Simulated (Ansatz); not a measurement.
A run of Ansatz 0.2.0 is set up as follows.

File input.yaml:

```yaml
crystal:
  lattice:
    - [0.0, 3.039, 3.039]
    - [3.039, 0.0, 3.039]
    - [3.039, 3.039, 0.0]
  atoms:
    - { symbol: Hg, position: [0.0, 0.0, 0.0] }
    - { symbol: Se, position: [0.75, 0.75, 0.75] }
hamiltonian:
  xc: revpbe
  pseudopotentials: { kind: paw_fr }
  dispersion: d3bj
magnetization:
  noncollinear: true
  spin_orbit: true
kpoints:
  mp_grid: { grid: [6, 6, 6] }
scf:
  occupations: { method: fermi_dirac, width: 0.05 }
output:
  forces: true
  stress: true
relax:
  f_tol: 0.01
  max_steps: 40
  cell: { stress_tol: 0.05 }
```

Potentials or basis: Ansatz PAW.

Command:

```console
$ ansatz run input.yaml --threads 2 --pin off --max-ram 5632MiB --backend cpu --events-out ev --progress --plain --runs-dir out
```

Q: Estimate the relaxed cell.

A: a = 4.333 Å, b = 4.333 Å, c = 4.333 Å, α = 60.00°, β = 60.00°, γ = 60.00°.

Q: What does it give for the relaxed volume?

A: 28.77 Å³/atom.

The path:
```csv
step,energy change (eV),largest force (eV/Å),volume (Å³)
1,0.0000,0.0000,56.13
2,-0.0048,0.0000,57.93
3,-0.0053,0.0000,57.54
4,-0.0055,0.0000,57.54
```

Caveat: the plane-wave basis is chosen anew once the cell has moved, so the energies of steps on either side of that aren't comparable; the PAW data sets come from PBE, with cores solved anew for the run's functional, which leaves a small shift of forces and pressure. Zero-point motion and thermal expansion aren't in these numbers.
